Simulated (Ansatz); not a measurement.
# BeTe: from a guess to a relaxed structure

Level of theory: DFT PBE, scalar-relativistic, plane waves, PAW in Ansatz 0.2.0. Cutoff 420 eV, Gaussian smearing, Γ-centred meshes. Cell and atoms relax first on a coarse mesh and then on a converged one. In between, the cell is made exact in the group found at 0.06 Å. The steps can't lower the symmetry of their start. No spin polarisation.

The guess for BeTe was made by a generator: 4-connected net, two elements alternating (P4_2/mbc, No. 135). Its size is a rough estimate.

```
Be Te
1.0
     8.84521    0.00000    0.00000
     0.00000    8.84521    0.00000
     0.00000    0.00000    4.22423
Be Te
8 8
Direct
  0.69131 0.62250 0.00000
  0.87750 0.80869 0.50000
  0.30869 0.37750 0.00000
  0.12250 0.19131 0.50000
  0.62250 0.30869 0.50000
  0.80869 0.12250 0.00000
  0.37750 0.69131 0.50000
  0.19131 0.87750 0.00000
  0.12250 0.80869 0.50000
  0.30869 0.62250 0.00000
  0.87750 0.19131 0.50000
  0.69131 0.37750 0.00000
  0.19131 0.12250 0.00000
  0.37750 0.30869 0.50000
  0.80869 0.87750 0.00000
  0.62250 0.69131 0.50000
```

Energies over the elements count from the elements' standard structures at the same level, with no fitted energy shifts.

Task: Describe the relaxed structure.

Result: The symmetry stays P4_2/mbc (No. 135). The volume per atom grows by 68.1 %, from 20.7 to 34.7 Å³. The shortest distance goes from 2.17 Å (Be–Te) to 2.36 Å (Be–Te). The ratio c/a of the conventional cell changes by a factor of 0.69. The energy falls by about 0.84 eV/atom (the start's value is from the coarse mesh). Conventional cell: a = 11.884 Å, c = 3.935 Å. Be has 3 Te at 2.36–2.39 Å; Te is surrounded by 3 Be at 2.36–2.39 Å.

```cif
data_structure
_symmetry_space_group_name_H-M 'P 1'
_symmetry_Int_Tables_number 1
_cell_length_a 11.8837
_cell_length_b 11.8837
_cell_length_c 3.9348
_cell_angle_alpha 90.000
_cell_angle_beta 90.000
_cell_angle_gamma 90.000
_cell_volume 555.68
loop_
_atom_site_label
_atom_site_type_symbol
_atom_site_fract_x
_atom_site_fract_y
_atom_site_fract_z
_atom_site_occupancy
Be1 Be 0.57928 0.63647 0.00000 1
Be2 Be 0.86353 0.92072 0.50000 1
Be3 Be 0.42072 0.36353 0.00000 1
Be4 Be 0.13647 0.07928 0.50000 1
Be5 Be 0.63647 0.42072 0.50000 1
Be6 Be 0.92072 0.13647 0.00000 1
Be7 Be 0.36353 0.57928 0.50000 1
Be8 Be 0.07928 0.86353 0.00000 1
Te1 Te 0.00324 0.77920 0.50000 1
Te2 Te 0.27920 0.50324 0.00000 1
Te3 Te 0.99676 0.22080 0.50000 1
Te4 Te 0.72080 0.49676 0.00000 1
Te5 Te 0.22080 0.00324 0.00000 1
Te6 Te 0.49676 0.27920 0.50000 1
Te7 Te 0.77920 0.99676 0.00000 1
Te8 Te 0.50324 0.72080 0.50000 1
```

Task: How does it come out in energy, and is it a metal?

Result:

* Energy over the elements: −0.144 eV/atom
* Gap on the 4×4×8 mesh of the 16-atom cell: 1.94 eV

A negative formation energy is needed for stability but isn't enough: competing phases decide.

The last run used Gaussian smearing of 0.02 eV. No dispersion correction is applied, so the spacing and binding between layers, chains or molecules are poorly described. These runs have no spin–orbit coupling, which can matter for Te. Kohn–Sham gaps at this level usually fall short of measured ones. The missing spin–orbit coupling can work the other way here. The reference form of Te is held partly by dispersion forces, which this level lacks. A structure relaxed within its symmetry needn't be a true minimum.
